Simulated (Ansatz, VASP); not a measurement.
## Li in VASP and in Ansatz

The input POSCAR:

```
Li
1.0
   -1.7546500000      1.7546500000      1.7546500000
    1.7546500000     -1.7546500000      1.7546500000
    1.7546500000      1.7546500000     -1.7546500000
Li
1
Direct
    0.0000000000      0.0000000000      0.0000000000
```

Contents of INCAR.step1:

```
ALGO = Normal ; EDIFF = 1E-5
ENCUT = 520 ; GGA = PE
ISIF = 2 ; ISMEAR = -1
LASPH = T ; LCHARG = F
LREAL = F ; LWAVE = T
NELM = 100 ; PREC = Accurate
SIGMA = 0.02
```

Contents of INCAR.step2:

```
AEXX = 0.25 ; ALGO = Normal
EDIFF = 1E-7 ; ENCUT = 520
GGA = PE ; ISIF = 2
ISMEAR = -1 ; ISTART = 1
IVDW = 13 ; LASPH = T
LCHARG = F ; LHFCALC = T
LREAL = F ; LWAVE = F
NELM = 100 ; PREC = Accurate
PRECFOCK = Fast ; SIGMA = 0.02
```

Contents of KPOINTS:

```
k-points
0
Gamma
  6 6 6
```

Contents of KPOINTS_OPT:

```
path GHNGPH,PN
8
line-mode
reciprocal
 0.0000000000  0.0000000000  0.0000000000  G
 0.5000000000 -0.5000000000  0.5000000000  H

 0.5000000000 -0.5000000000  0.5000000000  H
 0.0000000000  0.0000000000  0.5000000000  N

 0.0000000000  0.0000000000  0.5000000000  N
 0.0000000000  0.0000000000  0.0000000000  G

 0.0000000000  0.0000000000  0.0000000000  G
 0.2500000000  0.2500000000  0.2500000000  P

 0.2500000000  0.2500000000  0.2500000000  P
 0.5000000000 -0.5000000000  0.5000000000  H

 0.2500000000  0.2500000000  0.2500000000  P
 0.0000000000  0.0000000000  0.5000000000  N
```

Contents of input.yaml:

```yaml
crystal:
  lattice:
    - [-1.75465, 1.75465, 1.75465]
    - [1.75465, -1.75465, 1.75465]
    - [1.75465, 1.75465, -1.75465]
  atoms:
    - { symbol: Li, position: [0.0, 0.0, 0.0] }
hamiltonian:
  xc: pbe0
  pseudopotentials: { kind: paw }
  dispersion: d4
kpoints:
  mp_grid: { grid: [6, 6, 6] }
scf:
  occupations: { method: fermi_dirac, width: 0.02 }
output:
  forces: true
  stress: true
  eigenvalues: true
```

Alike in both runs: functional PBE0; dispersion D4; k mesh 6 × 6 × 6; occupations fermi-dirac, width 0.02 eV; no spin polarisation.

|  | VASP | Ansatz |
| --- | --- | --- |
| version | VASP 6.6.1 | Ansatz 0.2.0 |
| potentials or method | VASP PAW PBE potentials, release 64 (Li_sv) | Ansatz PAW |
| plane-wave cutoff (eV) | 520 | 420 |
| valence electrons in the cell | 3 | 3 |
| task | band structure | single point |

```tsv
	VASP	Ansatz	Ansatz less VASP
gap on the k mesh at the Fermi level (eV)	none	none	-
dispersion energy (meV/atom)	-17.2	-17.2	-0.02
```

A gap of «none» marks a metal or a gap that the smearing closes. With one functional, cell and mesh, what is left measures potentials, basis and numerics.

Caveats: the k mesh is coarse (spacing up to 0.42 Å⁻¹), so the values aren't converged, least of all with exact exchange; an unscreened hybrid on a path of extra k points without a Coulomb cutoff has errors near the mesh points, so the bands along the path aren't reliable (VASP).
